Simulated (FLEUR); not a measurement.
## PbS: single point with PBE

The system is PbS.

```
Pb S
1.0
     2.11266    1.21975    3.45192
    -2.11266    1.21975    3.45192
     0.00000   -2.43949    3.45192
Pb S
1 1
Direct
  0.98892 0.97674 0.98424
  0.49037 0.47636 0.46869
```

The cell is a database's computed one.

The cell isn't the ideal one: atoms moved at random, drawn with an rms of 0.05 Å.

```json
{"Program": "FLEUR MaX-R8.1 (patched build s14)", "Task": "single point", "Functional": "PBE", "Potentials or basis": "all-electron", "Basis": "FLAPW", "Kmax": "3.86 1/bohr", "k mesh": "8 × 8 × 8", "Occupations": "fermi-dirac, width 0.05 eV", "Spin": "no spin polarisation", "Gmax": "12 1/bohr", "Muffin-tin radii": "Pb 2.66, S 2.15 bohr", "lmax": "Pb 11, S 9", "Local orbitals a species": "Pb 5, S 4", "Max iterations": "60", "Mixing factor": "0.05", "Mixer": "Anderson", "Mixer history": "15", "Density convergence": "1e-05 me/bohr^3"}
```

| Item | Value |
| --- | --- |
| Largest force | 0.023 eV/Å |
| Band gap on the k mesh | 0.45 eV, direct |
| Valence electrons inside the program's atomic spheres | Pb 17.89; S 4.32 (radii Pb 2.66, S 2.15 bohr) |

Forces in eV/Å, atoms in the order of the input:
```
Pb   0.001  0.014 -0.018
S   -0.001 -0.014  0.018
```

Levels at points of the mesh, in eV from the valence-band top:
| k point | band 10 | band 11 | band 12 | band 13 | band 14 | band 15 | band 16 | band 17 |
| --- | --- | --- | --- | --- | --- | --- | --- | --- |
| (0.00, 0.00, 0.00) | -6.05 | -2.05 | -2.04 | -2.04 | 5.14 | 5.15 | 5.18 | 6.79 |
| (0.00, 0.00, 0.50) | -8.68 | -1.68 | -1.67 | -0.03 | 0.48 | 2.03 | 2.05 | 8.65 |
| (0.00, 0.50, 0.00) | -8.70 | -1.68 | -1.68 | 0.00 | 0.45 | 2.05 | 2.05 | 8.65 |
| (0.00, 0.50, 0.50) | -7.16 | -4.97 | -3.28 | -3.27 | 3.96 | 5.53 | 5.63 | 5.64 |
| (0.50, 0.00, 0.00) | -8.70 | -1.68 | -1.68 | 0.00 | 0.45 | 2.05 | 2.05 | 8.65 |
| (0.50, 0.00, 0.50) | -7.15 | -4.97 | -3.28 | -3.27 | 3.95 | 5.53 | 5.63 | 5.65 |
| (0.50, 0.50, 0.00) | -7.14 | -4.98 | -3.28 | -3.27 | 3.93 | 5.52 | 5.63 | 5.67 |
| (0.50, 0.50, 0.50) | -8.69 | -1.68 | -1.67 | -0.03 | 0.48 | 2.04 | 2.05 | 8.65 |

Core levels (eV from the Fermi level):
| atom | levels |
| --- | --- |
| 1 Pb | 1s1/2 -87979.0, 2s1/2 -15719.0, 2p1/2 -15093.1, 2p3/2 -12903.1, 3s1/2 -3770.0, 3p1/2 -3488.0, 3p3/2 -2999.4, 4s1/2 -850.6, 3d3/2 -2536.9, 3d5/2 -2433.0, 4p1/2 -728.6, 4p3/2 -609.0, 4d3/2 -410.6, 4d5/2 -388.3, 4f5/2 -131.5, 4f7/2 -126.4, 5s1/2 -139.7 |
| 2 S | 1s1/2 -2399.2, 2s1/2 -205.4, 2p1/2 -151.0, 2p3/2 -149.7 |

It took 7.8 min on 1 thread of INTEL(R) XEON(R) PLATINUM 8581C CPU @ 2.30GHz (Emerald Rapids) (shared host), peak memory 0.23 GiB.

Caveat: spin-orbit coupling is left out, which as a rule narrows the gap of such compounds by several tenths of an eV. A k mesh can miss the band edges.
